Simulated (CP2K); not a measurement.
Runs of CP2K 2026.2 on ZrB2. It takes space group P6/mmm (No. 191, hexagonal). Conventional cell: a = 3.170 Å, b = 3.170 Å, c = 3.533 Å, α = 90.00°, β = 90.00°, γ = 120.00°. Zr (site symmetry 6/mmm) is surrounded by 12 B at 2.54 Å. B (site symmetry -6m2) is surrounded by 3 B at 1.83 Å. 

| level | gap on the mesh (eV) | pressure (GPa) |
| --- | --- | --- |
| MS2 | none | 0.3 |
| PBEsol | none | -1.5 |
| LDA | none | -3.3 |
| PW91 | none | (a) |
| HLE16 | none | (b) |
| BLYP | none | 8.7 |

Alike in all rows: task single point; potentials or basis POTENTIAL_UZH Zr GTH-PBE-q12, B GTH-PBE-q3; TZVP-MOLOPT-PBE-GTH basis; no spin polarisation; cell as given; k mesh 10 × 10 × 8; smearing fermi-dirac 0.05 eV.

**Question.** Estimate the missing entries.

**Answer.** (a) 2.4; (b) -47.0.

Caveats: the potentials were made for another functional, which shifts forces and pressure; the basis of atomic orbitals isn't converged, which shifts pressures, moduli and gaps; the potentials were made for a functional far from this one (some runs); the cell as given lies far from equilibrium (some runs).

A k mesh can miss the band edges, and the runs leave out spin-orbit coupling on Zr.

A gap of «none» marks a metal or a gap under the smearing width.

Runs at the PBE level aren't shown here.
